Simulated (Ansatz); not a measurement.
Ansatz input file:

```yaml
crystal:
  lattice:
    - [2.8200300622, 0.0, 0.0]
    - [-1.4100150311, 2.5170030989, 0.0]
    - [0.0, 0.0, 24.6013551323]
  atoms:
    - { symbol: Au, position: [0.663863951, 0.327727902, 0.304861255] }
    - { symbol: Au, position: [0.336136049, 0.672272098, 0.4024306275] }
    - { symbol: Au, position: [0.663863951, 0.327727902, 0.5] }
    - { symbol: Au, position: [0.336136049, 0.672272098, 0.5975693725] }
    - { symbol: Au, position: [0.663863951, 0.327727902, 0.695138745] }
basis:
  ecutwfc: 420
kpoints:
  mp_grid: { grid: [14, 14, 1] }
hamiltonian:
  xc: pbesol
scf:
  occupations: { method: gaussian, width: 0.1 }
  mixing: { preconditioner: none, beta: 0.7 }
  max_iter: 58
output:
  forces: true
  stress: true
  eigenvalues: true
efield:
  axis: 3
  dipole_correction: true
  ramp_width: 0.04
```

Run as
```bash
ansatz run input.yaml --threads 1 --pin off --max-ram 2560MiB --backend cpu --events-out ev --progress --plain --runs-dir out
```

All numbers below come from Ansatz, DFT PBEsol, scalar-relativistic, plane waves, PAW.

Abridged output:

```
Pseudopotentials: kind: paw
Pseudopotential: Au, paw, valence charge 19, recommended cutoff 420 eV (normal)
Functional definition: PBEsol
Crystal: 5 atoms, lattice volume = 174.621 Å³
Basis set: ecut = 420 eV, 3419 PW (Γ), exchange–correlation on 40×40×360 points (8 copies of the dense FFT grid, shifted against one another)
Bands: 57, of which v1, the nominal top of the filled ones, is band 48 counted from 1 (47 counted from 0)
Symmetry: 2 space group operations
k-points: 57 of 196 (time reversal used)
Initial density: superposition of atomic densities (neutral atoms: chi_scale 0, normalization atom), corrected by the library's trained network
Initial wavefunctions: pseudopotential atomic-orbital guess
Functional: x = pbesol(κ = 0.804, μ = 0.12345679), c = pbesol(β = 0.046)
SCF iter   1: F=—  HF=-65034.641397 eV  |F-HF|=—  |Δ(HF+E_count)|=         —  Δρ=6.39e-3  dr2=7.86e-1  ethr=1.77e-3  p=0.000 e·Å  D=3.33e-13 V/Å  ΔV_dip= 0.00 eV  dr2_dipole=1.14e-8  V_vac-E_F(+/−)=4.78/4.78 eV  ⟨swp⟩=8.2  Hψ=13698  notcnv=0  defer=57
efield: sawtooth ramp at fractional position 0.9800 (placed from the atoms, in the widest stretch of the axis that holds none; the zero of the levels goes with the place), width 0.0400; the density the first Hamiltonian is built on has a dipole p = 0.000 e·Å; the dipole correction subtracts the counter field D = 3.33e-13 V/Å, which shifts the + side's vacuum level by  0.00 eV against the − side's; the planar-averaged density in the ramp window peaks in size at 5.0e-5 e/Å³
SCF iter   2: F=—  HF=-65039.514383 eV  |F-HF|=—  |Δ(HF+E_count)|=    4.87e0  Δρ=5.27e-2  dr2=8.88e1  ethr=8.28e-4  p= 0.000 e·Å  D=-1.08e-4 V/Å  ΔV_dip=0.00 eV  dr2_dipole=1.07e-4  V_vac-E_F(+/−)=8.26/8.25 eV  ⟨swp⟩=5.8  Hψ=7678  notcnv=0  defer=176  κ⁻¹=1.0e0(r=1)
SCF iter   3: F=—  HF=-65034.625951 eV  |F-HF|=—  |Δ(HF+E_count)|=    4.89e0  Δρ=5.87e-3  dr2=1.26e-1  ethr=8.28e-4  p=0.001 e·Å  D=7.61e-4 V/Å  ΔV_dip=-0.02 eV  dr2_dipole=9.60e-4  V_vac-E_F(+/−)=5.72/5.74 eV  ⟨swp⟩=4.6  Hψ=7177  notcnv=0  defer=128  κ⁻¹=8.9e-4(r=2)
SCF iter   4: F=—  HF=-65034.605775 eV  |F-HF|=—  |Δ(HF+E_count)|=   2.02e-2  Δρ=2.45e-3  dr2=2.61e-1  ethr=1.33e-4  p=-0.011 e·Å  D=-1.13e-2 V/Å  ΔV_dip=0.28 eV  dr2_dipole=1.81e-1  V_vac-E_F(+/−)=5.53/5.26 eV  ⟨swp⟩=2.1  Hψ=5379  notcnv=0  defer=154  κ⁻¹=6.1e-4(r=3)
SCF iter   5: F=—  HF=-65034.602174 eV  |F-HF|=—  |Δ(HF+E_count)|=   3.60e-3  Δρ=2.05e-3  dr2=1.64e-1  ethr=1.33e-4  p=0.009 e·Å  D=9.15e-3 V/Å  ΔV_dip=-0.23 eV  dr2_dipole=1.13e-1  V_vac-E_F(+/−)=5.28/5.50 eV  ⟨swp⟩=1.5  Hψ=3632  notcnv=0  defer=154  κ⁻¹=6.4e-5(r=4)
SCF iter   6: F=—  HF=-65034.595244 eV  |F-HF|=—  |Δ(HF+E_count)|=   6.93e-3  Δρ=7.13e-4  dr2=1.84e-3  ethr=1.33e-4  p= 0.000 e·Å  D=-1.60e-4 V/Å  ΔV_dip=0.00 eV  dr2_dipole=6.30e-6  V_vac-E_F(+/−)=5.41/5.41 eV  ⟨swp⟩=1.3  Hψ=3105  notcnv=0  defer=154  κ⁻¹=5.4e-6(r=5)
SCF iter   7: F=—  HF=-65034.595276 eV  |F-HF|=—  |Δ(HF+E_count)|=   3.22e-5  Δρ=4.00e-4  dr2=5.27e-4  ethr=1.93e-6  p=0.000 e·Å  D=1.26e-4 V/Å  ΔV_dip= 0.00 eV  dr2_dipole=1.30e-8  V_vac-E_F(+/−)=5.41/5.41 eV  ⟨swp⟩=2.2  Hψ=5157  notcnv=0  defer=154  κ⁻¹=1.4e-6(r=6)
SCF iter   8: F=—  HF=-65034.595213 eV  |F-HF|=—  |Δ(HF+E_count)|=   6.28e-5  Δρ=1.51e-4  dr2=1.48e-4  ethr=5.55e-7  p= 0.000 e·Å  D=-4.17e-4 V/Å  ΔV_dip=0.01 eV  dr2_dipole=7.85e-6  V_vac-E_F(+/−)=5.39/5.38 eV  ⟨swp⟩=2.2  Hψ=4962  notcnv=0  defer=154  κ⁻¹=1.1e-6(r=7)
SCF iter   9: F=—  HF=-65034.595224 eV  |F-HF|=—  |Δ(HF+E_count)|=   1.13e-5  Δρ=1.44e-4  dr2=2.30e-4  ethr=1.56e-7  p=0.001 e·Å  D=5.46e-4 V/Å  ΔV_dip=-0.01 eV  dr2_dipole=9.43e-6  V_vac-E_F(+/−)=5.38/5.40 eV  ⟨swp⟩=2.2  Hψ=4472  notcnv=0  defer=154  κ⁻¹=3.0e-7(r=8)
SCF iter  10: F=—  HF=-65034.595214 eV  |F-HF|=—  |Δ(HF+E_count)|=   1.07e-5  Δρ=2.77e-5  dr2=1.55e-6  ethr=1.56e-7  p= 0.000 e·Å  D=-1.59e-5 V/Å  ΔV_dip=0.00 eV  dr2_dipole=7.89e-10  V_vac-E_F(+/−)=5.39/5.39 eV  ⟨swp⟩=2.0  Hψ=4013  notcnv=0  defer=154  κ⁻¹=4.7e-8(r=8)
SCF iter  11: F=—  HF=-65034.595302 eV  |F-HF|=—  |Δ(HF+E_count)|=   8.83e-5  Δρ=9.15e-6  dr2=1.44e-7  ethr=1.64e-9  p=0.000 e·Å  D=4.45e-6 V/Å  ΔV_dip= 0.00 eV  dr2_dipole=4.28e-9  V_vac-E_F(+/−)=5.39/5.39 eV  ⟨swp⟩=3.0  Hψ=5985  notcnv=0  defer=149  κ⁻¹=2.8e-7(r=8)
SCF iter  12: F=—  HF=-65034.595302 eV  |F-HF|=—  |Δ(HF+E_count)|=   1.39e-7  Δρ=2.74e-6  dr2=1.09e-7  ethr=1.05e-10  p= 0.000 e·Å  D=-7.03e-6 V/Å  ΔV_dip=0.00 eV  dr2_dipole=4.51e-10  V_vac-E_F(+/−)=5.39/5.39 eV  ⟨swp⟩=15.2  Hψ=16608  notcnv=0  κ⁻¹=8.1e-8(r=8)
SCF iter  13: F=—  HF=-65034.595302 eV  |F-HF|=—  |Δ(HF+E_count)|=   5.21e-8  Δρ=5.73e-6  dr2=9.29e-7  ethr=1.05e-10  p=0.000 e·Å  D=3.31e-7 V/Å  ΔV_dip= 0.00 eV  dr2_dipole=4.05e-12  V_vac-E_F(+/−)=5.39/5.39 eV  ⟨swp⟩=6.1  Hψ=11446  notcnv=0  κ⁻¹=3.2e-7(r=8)
SCF iter  14: F=-65034.595302 eV  HF=-65034.595302 eV  |F-HF|=4.35e-8  |Δ(HF+E_count)|=   5.18e-8  Δρ=1.62e-6  dr2=3.47e-8  ethr=1.05e-10  p=0.000 e·Å  D=7.25e-6 V/Å  ΔV_dip= 0.00 eV  dr2_dipole=1.27e-8  V_vac-E_F(+/−)=5.39/5.39 eV  ⟨swp⟩=3.0  Hψ=11921  notcnv=0
SCF 1 converged in 14 iterations: F = -65034.595302 eV  dr2 = 3.47e-8
SCF converged after 14 iterations
Stability not checked: this state was not tested for a lower state beside it, because the mixer in use, unlike msr1, does not test its closes by its own steps (another_mixer; see scf.mixing.algorithm and scf.lower_state_search)
Free energy (F): -65034.595302 eV
Harris-Foulkes:  -65034.595302 eV  (|F-HF|=4.35e-8)
Internal energy: -65034.582449 eV  (E = F + TS)
E sigma→0 (E₀):  -65034.588875 eV
Entropy (-TS):   -0.012854 eV (-2.571 meV/atom)
Fermi energy:    7.157134 eV
Dipole field:    D = -0.000155 V/Å  (p = -0.000149 e·Å, saw-weighted, corrected)
Work function:   Φ+ = 5.3942 eV   Φ− = 5.3904 eV
Levels:          The Fermi level and band energies are counted from a zero that moves with the ramp; work functions are not
--- Per-component energies (eV) ---
  E_band       = -2291.294094
  E_kinetic    = 3021.821871
  E_local      = -135752.735768  (includes V_loc(G=0)·N_el)
  E_nonlocal   = 388.470270
  E_hartree    = 66620.239118
  E_xc         = -1130.893006
  E_vxc        = -1370.260221  (∫ρ·V_xc dr)
  E_paw        = -47829.068462  (= ΣΔE_a)
  E_vpaw       = -1819.101003  (= ΣTr[D̂ρ^β])
  E_aug_tail   = 0.007059  (compensation charges beyond the density's cutoff)
  E_efield     = 0.000000  (sawtooth field / dipole correction)
  E_vefield    = 0.000000  (∫n·V_field dr)
  E_ewald      = 49646.029072
  E_core_change = 1.547395  (= ΣΔE_core)
  E_smearing   = -0.012854  (= −TS)
--- Forces (eV/Å), atoms counted from 1 ---
  atom   1  Au     0.00000000    -0.00005442    -0.07892168
  atom   2  Au     0.00000000    -0.00368166     0.10561548
  atom   3  Au     0.00000000     0.00747276    -0.00002331
  atom   4  Au     0.00000000    -0.00368285    -0.10559802
  atom   5  Au     0.00000000    -0.00005365     0.07888863
--- Stress (GPa, compression-positive) ---
       -2.049324       0.000000       0.000000
        0.000000      -2.716163       0.000001
        0.000000       0.000001       0.229868
  P = ⅓ Tr σ = -1.5119 GPa (-15.119 kbar)
--- Band table (eV; the first three rows and the last of 57) ---
  k-point 0: bands = ["-98.2737", "-98.2730", "-98.2540", "-97.8767", "-97.8766", "-49.7383", "-49.6690", "-49.6081", "-49.6052", "-49.6007", "-49.5978", "-49.5969", "-49.5752", "-49.5588", "-49.2215", "-49.2215", "-49.2176", "-49.2175", "-49.2013", "-49.2012", "-2.4242", "-1.6155", "-0.6382", "-0.0805", "-0.0707", "2.3059", "2.3987", "2.3991", "2.4560", "2.6314", "2.7976", "2.7986", "2.8241", "2.9448", "2.9785", "2.9853", "3.2951", "3.3401", "3.7968", "3.9133", "3.9894", "4.2633", "4.4266", "4.7338", "4.8303", "5.0717", "5.1268", "5.1295", "5.1461", "6.1694", "7.0722", "11.5119", "12.4573", "12.5905", "14.0393", "14.5186", "16.5893"]
  k-point 1: bands = ["-98.2733", "-98.2726", "-98.2536", "-97.8763", "-97.8762", "-49.7359", "-49.6686", "-49.6104", "-49.6097", "-49.6092", "-49.6072", "-49.5940", "-49.5770", "-49.5668", "-49.2300", "-49.2300", "-49.2195", "-49.2195", "-49.2006", "-49.2004", "-2.2692", "-1.4638", "-0.4884", "0.0538", "0.0761", "2.2329", "2.3352", "2.3494", "2.4269", "2.5795", "2.8162", "2.8703", "2.8858", "2.8912", "2.9600", "3.0698", "3.3734", "3.4317", "3.5959", "3.7920", "3.9527", "4.2565", "4.3998", "4.7603", "4.8205", "4.8527", "5.1214", "5.1283", "5.1614", "6.5223", "7.5574", "11.5821", "12.5714", "12.7082", "14.1634", "14.6134", "16.6998"]
  k-point 2: bands = ["-98.2721", "-98.2715", "-98.2526", "-97.8752", "-97.8751", "-49.7293", "-49.6686", "-49.6340", "-49.6328", "-49.6165", "-49.6128", "-49.5946", "-49.5884", "-49.5821", "-49.2536", "-49.2536", "-49.2251", "-49.2251", "-49.1983", "-49.1982", "-1.8243", "-1.0378", "-0.0806", "0.4084", "0.4713", "2.0854", "2.1444", "2.1534", "2.3506", "2.4907", "2.6558", "2.7672", "2.9978", "3.1267", "3.1469", "3.2022", "3.3327", "3.5371", "3.6630", "3.6895", "3.9380", "4.0710", "4.3513", "4.4274", "4.7589", "4.7904", "5.1283", "5.1992", "5.5723", "7.1599", "8.5893", "11.8043", "12.9129", "13.0635", "14.5313", "14.8953", "17.0158"]
  k-point 56: bands = ["-98.2634", "-98.2633", "-98.2448", "-97.8669", "-97.8669", "-49.7867", "-49.7811", "-49.7603", "-49.6793", "-49.6729", "-49.6569", "-49.6470", "-49.6158", "-49.6128", "-49.3882", "-49.3882", "-49.2920", "-49.2920", "-49.1822", "-49.1822", "0.9002", "0.9217", "1.2371", "1.2768", "1.4146", "1.6503", "1.9598", "2.0736", "2.1550", "2.4806", "2.5618", "2.7883", "3.0798", "3.1766", "3.3338", "3.5092", "3.5154", "3.7174", "4.3264", "4.3461", "4.6545", "4.8937", "5.2374", "5.4663", "5.5408", "7.4187", "7.8196", "8.5474", "9.7448", "11.3140", "11.9551", "12.7183", "13.7957", "13.9457", "14.2958", "14.6346", "15.5838"]
```

The run converged.

Time: 33 s on 1 thread of Intel(R) Xeon(R) 6975P-C (Granite Rapids) (shared host), peak memory 0.65 GiB.

Spin–orbit coupling is left out, which can shift energies with elements as heavy as these.